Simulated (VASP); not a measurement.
## Sr under changes of volume

One of the cells (57.446 Å³/atom); the others are scaled copies at fixed shape and fractional positions:

```xyz
1
Lattice="0.0000 3.0625 3.0625 3.0625 0.0000 3.0625 3.0625 3.0625 0.0000" Properties=species:S:1:pos:R:3 pbc="T T T"
Sr    0.0000    0.0000    0.0000
```

```yaml
Program: VASP 6.6.1
Functional: PBE
Potentials_or_basis: VASP PAW PBE potentials, release 64 (Sr_sv)
Cutoff: 520 eV
k_mesh: 8 × 8 × 8
Occupations: fermi-dirac, width 0.05 eV
Spin: no spin polarisation
```

```csv
volume (Å³/atom),energy over the lowest point (meV/atom),pressure (GPa)
52.940,1.68,0.4
54.067,0.00,0.1
55.193,0.10,-0.1
57.446,5.02,-0.5
58.572,?,?
59.698,15.28,-0.9
```

**Question.** What does the run at 58.572 Å³/atom give?

**Answer.** Energy over the lowest point 9.54 meV/atom; pressure -0.7 GPa.

Worked out: A Birch-Murnaghan fit of order 3 (a polynomial in V^(-2/3)) to the other rows has its minimum at 54.56 Å³/atom with B0 = V·E''(V) = 11.8 GPa and B' = 3.7. It gives 9.54 meV/atom at 58.572 Å³/atom, against the run's 9.54, and -dE/dV = -0.7 GPa, against -0.7.

Energies are extrapolated to zero smearing.
